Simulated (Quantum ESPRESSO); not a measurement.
## C: single point with r2SCAN-X

The system is C.

```
CELL_PARAMETERS angstrom
0.00000 1.78337 1.78337
1.78337 0.00000 1.78337
1.78337 1.78337 0.00000
ATOMIC_POSITIONS crystal
C 0.75000 0.75000 0.75000
C 0.50000 0.50000 0.50000
```

This isn't the form of C at room conditions, which is graphite.

```
Program                   : Quantum ESPRESSO 7.5
Task                      : single point
Functional                : r2SCAN-X
Potentials or basis       : SG15 PBE 1.2
Cutoff                    : 1197 eV
Density cutoff            : 4789 eV
k mesh                    : 6 × 6 × 6
Occupations               : fixed
Spin                      : no spin polarisation
Share of exact exchange   : 0.15
q mesh for exact exchange : 6 × 6 × 6
Cutoff for exact exchange : 2394.6 eV
Symmetry                  : off
Mixing beta               : 0.5
Most SCF iterations       : 120
SCF threshold             : 1e-07 Ry
```

The band gap on the k mesh is 5.36 eV, indirect (least direct gap 7.02 eV).

Levels at points of the mesh, in eV from the valence-band top:
| k point | band 1 | band 2 | band 3 | band 4 | band 5 | band 6 | band 7 | band 8 |
| --- | --- | --- | --- | --- | --- | --- | --- | --- |
| (0.00, 0.00, 0.00) | -23.82 | 0.00 | 0.00 | 0.00 | 7.02 | 7.02 | 7.02 | 14.95 |
| (0.00, 0.00, -0.50) | -17.66 | -14.74 | -3.12 | -3.12 | 10.15 | 10.15 | 10.18 | 18.06 |
| (0.00, -0.50, 0.00) | -17.66 | -14.74 | -3.12 | -3.12 | 10.15 | 10.15 | 10.18 | 18.06 |
| (0.00, -0.50, -0.50) | -14.34 | -14.34 | -6.96 | -6.96 | 6.00 | 6.00 | 19.51 | 19.51 |
| (-0.50, 0.00, 0.00) | -17.66 | -14.74 | -3.12 | -3.12 | 10.15 | 10.15 | 10.18 | 18.06 |
| (-0.50, 0.00, -0.50) | -14.34 | -14.34 | -6.96 | -6.96 | 6.00 | 6.00 | 19.51 | 19.51 |
| (-0.50, -0.50, 0.00) | -14.34 | -14.34 | -6.96 | -6.96 | 6.00 | 6.00 | 19.51 | 19.51 |
| (-0.50, -0.50, -0.50) | -17.66 | -14.74 | -3.12 | -3.12 | 10.15 | 10.15 | 10.18 | 18.06 |

It took 25 min on 2 MPI ranks on Arm Neoverse V1, with other jobs on the host, peak memory 1.4 GiB a rank.

Caveat: the k mesh is coarse (spacing up to 0.51 Å⁻¹), so the values aren't converged. A k mesh can miss the band edges.
